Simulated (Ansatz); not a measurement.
Crystal: CuAu.

```
CELL_PARAMETERS angstrom
1.44306 0.83315 4.25617
-1.44306 0.83315 4.25617
0.00000 -1.66630 4.25617
ATOMIC_POSITIONS crystal
Au 0.00000 0.00000 0.00000
Cu 0.50000 0.50000 0.50000
```

The cell comes from a database or a generator and needn't be the stable form of this composition.

| Property | Result |
| --- | --- |
| Program | Ansatz 0.2.0 |
| Task | relaxation of cell and atoms |
| Functional | PBE |
| Potentials or basis | Ansatz PAW |
| Cutoff | 420 eV (not typed: the program's choice for these potentials) |
| k mesh | 11 × 11 × 11 |
| Occupations | fermi-dirac, width 0.05 eV |
| Spin | no spin polarisation |

At the start: volume 15.35 Å³/atom.

Task: How do energy, volume and symmetry change on relaxing?

Result: It ends after 6 steps and the volume is 15.28 Å³/atom (-0.5 %); space group R-3m (No. 166, to 0.05 Å).

The path:
| step | energy change (eV) | largest force (eV/Å) | volume (Å³) |
| --- | --- | --- | --- |
| 1 | 0.0000 | 0.0000 | 30.70 |
| 2 | -0.0028 | 0.0000 | 30.49 |
| 3 | -0.0057 | 0.0000 | 30.67 |
| 4 | -0.0065 | 0.0000 | 30.56 |
| 5 | -0.0065 | 0.0000 | 30.56 |
| 6 | -0.0065 | 0.0000 | 30.56 |

Final structure:
```cif
data_structure
_symmetry_space_group_name_H-M 'P 1'
_symmetry_Int_Tables_number 1
_cell_length_a 4.6640
_cell_length_b 4.6640
_cell_length_c 4.6640
_cell_angle_alpha 35.493
_cell_angle_beta 35.493
_cell_angle_gamma 35.493
_cell_volume 30.56
loop_
_atom_site_label
_atom_site_type_symbol
_atom_site_fract_x
_atom_site_fract_y
_atom_site_fract_z
_atom_site_occupancy
Au1 Au 0.00000 0.00000 0.00000 1
Cu1 Cu 0.50000 0.50000 0.50000 1
```

Caveat: the plane-wave basis is chosen anew once the cell has moved, so the energies of steps on either side of that aren't comparable.
